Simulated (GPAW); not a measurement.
# Collinear magnetic orders of EuS with GPAW

A self-consistent run ends on one state, which hangs on the start. Several orders of EuS are started in GPAW and their energies compared.

Method: PBE with U = 6 eV on Eu f; plane waves with GPAW's PAW setups, scalar-relativistic, in GPAW 26.7.0.

The database entry behind the starting cell differs from later determinations by our own check (0.1 to 0.3 % short, probably kX units), so it need not match the best structure at ambient conditions.

## 1. The starting structure

It takes space group Fm-3m (No. 225, cubic). Conventional cell: a = 5.957 Å, b = 5.957 Å, c = 5.957 Å, α = 90.00°, β = 90.00°, γ = 90.00°. Nearest to Eu lie 6 S at 2.98 Å. S has 6 Eu at 2.98 Å nearest. Farther neighbours and most contacts between anions are not listed.

As a file:

```cif
data_structure
_symmetry_space_group_name_H-M 'P 1'
_symmetry_Int_Tables_number 1
_cell_length_a 4.2122
_cell_length_b 4.2122
_cell_length_c 4.2122
_cell_angle_alpha 60.000
_cell_angle_beta 60.000
_cell_angle_gamma 60.000
_cell_volume 52.85
loop_
_atom_site_label
_atom_site_type_symbol
_atom_site_fract_x
_atom_site_fract_y
_atom_site_fract_z
_atom_site_occupancy
Eu1 Eu 0.00000 0.00000 0.00000 1
S2 S 0.50000 0.50000 0.50000 1
```

## 2. Order 1, typed as ferro +

Parallel moments need no larger cell; this start tests for a ferromagnetic state only. A Hubbard U of customary size acts on the open shell; it was not fitted to this crystal.

order1.py reads:

```python
import json
import numpy as np
from ase import Atoms
from ase.parallel import paropen, parprint
from gpaw import GPAW

atoms = Atoms(['Eu', 'S'],
    cell=[[0.0, 2.9785, 2.9785],
         [2.9785, 0.0, 2.9785],
         [2.9785, 2.9785, 0.0]],
    scaled_positions=[[0.0, 0.0, 0.0],
         [0.5, 0.5, 0.5]],
    pbc=True,
    magmoms=[7.0, 0.0])
atoms.calc = GPAW(mode={'name': 'pw', 'ecut': 700},
    xc='PBE',
    kpts={'size': (8, 8, 8), 'gamma': True},
    occupations={'name': 'fermi-dirac', 'width': 0.05},
    convergence={'density': 1e-05, 'energy': 1e-05},
    maxiter=200,
    setups={'Eu': ':f,6.0'},
    symmetry={'tolerance': 1e-4},
    txt='order1.txt')
e = atoms.get_potential_energy(force_consistent=True)
res = {'free_energy': e, 'energy_sigma0': atoms.get_potential_energy(), 'fermi_energy': atoms.calc.get_fermi_level()}
res['moments'] = atoms.get_magnetic_moments().tolist()
res['total'] = atoms.get_magnetic_moment()
parprint('site moments (muB):', np.round(res['moments'], 3))
parprint(f"total moment: {res['total']:.3f} muB")
parprint(f'free energy: {e:.6f} eV')
atoms.calc.write('order1.gpw')
with paropen('results.json', 'w') as f:
    json.dump(res, f)
```

The run is started by

```
$ OMP_NUM_THREADS=1 mpirun -n 4 gpaw python order1.py > order1.log
```

The runs that follow: start 2: antiferro q=(0,1/2,1/2) +-; start 3: antiferro q=(0,0,1/2) +-; run 4 (no spin polarisation); the states side by side. Settings of the main run: cutoff 700 eV, 8×8×8 k-mesh, fermi-dirac occupations, smearing width 0.05 eV, mesh matched on, collinear spin, starting moments 7 0 μB.

Q: Predict the largest site moment.

The site moments add up to 6.73 μB, near the cell's 7.00 μB; the rest lies between the atoms. The lowest state found is ferromagnetic, reached from the start ferro +, with moments up to 6.78 μB. The two lowest states lie so close that the mesh, the functional or spin–orbit coupling could swap them.

| Property | Result |
| --- | --- |
| lowest state found | ferromagnetic (started as ferro +) |
| largest site moment | 6.78 μB |
| next state | antiferromagnetic, 2.91 meV a seeded atom higher |
| run without spin seeds, over the lowest | 10900 meV a seeded atom |

Under a U a spinless open shell is left with part-filled orbitals, which the U penalises, so its energy is no clean measure of what the moments gain. Only 4 starts are shown; other collinear patterns, canted and longer-period orders are not. The f shell is half filled, so the spin-only picture is fair.

[Logs and program files are shortened in this print: banners, set-up blocks, solver, clock and traceback lines can be left out without a mark of their own.]

[Logs are printed without paths, hosts, clocks, repeated set-up lines and the standing remarks that a program may print on its own settings, such as how far it seeks lower states.]

[Hosts, paths, dates, database ids (printed as entryN), source tags and the programs' standing remarks are cut or masked in the printed files.]

[Where a cell is said to come from a database of computed structures, the database is the Materials Project.]
